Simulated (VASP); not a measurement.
Set up this calculation in VASP 6.6.1, as the native input.

```
Task                   : band structure
Functional             : r2SCAN
Potentials or basis    : VASP PAW PBE potentials, release 64 (Ti_sv, O)
Cutoff                 : 520 eV
k mesh                 : 10 × 10 × 10
Occupations            : gaussian, width 0.03 eV
Spin                   : no spin polarisation
Further INCAR settings : ALGO = Normal; EDIFF = 1e-06; NBANDS = 33
```

The structure of TiO2 (Anatase) lies in POSCAR:

```
TiO2                                    
1.0
   -1.8860493893      1.8860493893      4.7794972993
    1.8860493893     -1.8860493893      4.7794972993
    1.8860493893      1.8860493893     -4.7794972993
  Ti              O             
     2     4
Direct
     0.0000000000000000    0.0000000000000000    0.0000000000000000
     0.7500000000000000    0.2500000000000000    0.5000000000000000
     0.2075587146242199    0.2075587146242199    0.0000000000000000
     0.9575587146242199    0.4575587146242199    0.5000000000000000
     0.5424412853757801    0.0424412853757801    0.5000000000000000
     0.7924412853757801    0.7924412853757801    0.0000000000000000
```

These files were run (other wordings do the same):

INCAR

```
PREC = Accurate
ENCUT = 520
EDIFF = 1E-6
ISMEAR = 0
SIGMA = 0.03
LREAL = F
LASPH = T
NELM = 80
ALGO = Normal
ISIF = 2
LWAVE = F
LCHARG = F
LMAXMIX = 4
METAGGA = R2SCAN
LMIXTAU = T
NBANDS = 33
KPAR = 2
```

KPOINTS

```
Automatic mesh
0
Gamma
  10 10 10
```

KPOINTS_OPT

```
explicit points
188
Reciprocal
 0.0000000000  0.0000000000  0.0000000000 1
-0.0555555556  0.0555555556  0.0000000000 1
-0.1111111111  0.1111111111  0.0000000000 1
-0.1666666667  0.1666666667  0.0000000000 1
-0.2222222222  0.2222222222  0.0000000000 1
-0.2777777778  0.2777777778  0.0000000000 1
[... 180 lines left out ...]
 0.0265001700  0.0265001700  0.4734998300 1
-0.0265001700 -0.0265001700  0.5265001700 1
```

Potentials or basis: VASP PAW PBE potentials, release 64 (Ti_sv, O).

Run with:

```sh
$ cat potpaw_PBE.64/Ti_sv/POTCAR potpaw_PBE.64/O/POTCAR > POTCAR
$ mpirun -np 2 vasp_std > vasp.out
```

It gave:

```json
{
  "Pressure": "2.4 GPa",
  "Largest force": "0.030 eV/Å",
  "Band gap on the k mesh": "2.57 eV, indirect (least direct gap 2.91 eV)",
  "Band gap along the path": "2.55 eV, indirect (least direct gap 2.91 eV)"
}
```

Caveat: the PAW data sets were made with another functional, which shifts forces and pressure a little.

Wall time 18 min on 2 MPI ranks on Intel(R) Xeon(R) 6975P-C (Granite Rapids), with other jobs on the host, peak memory 0.46 GiB a rank.
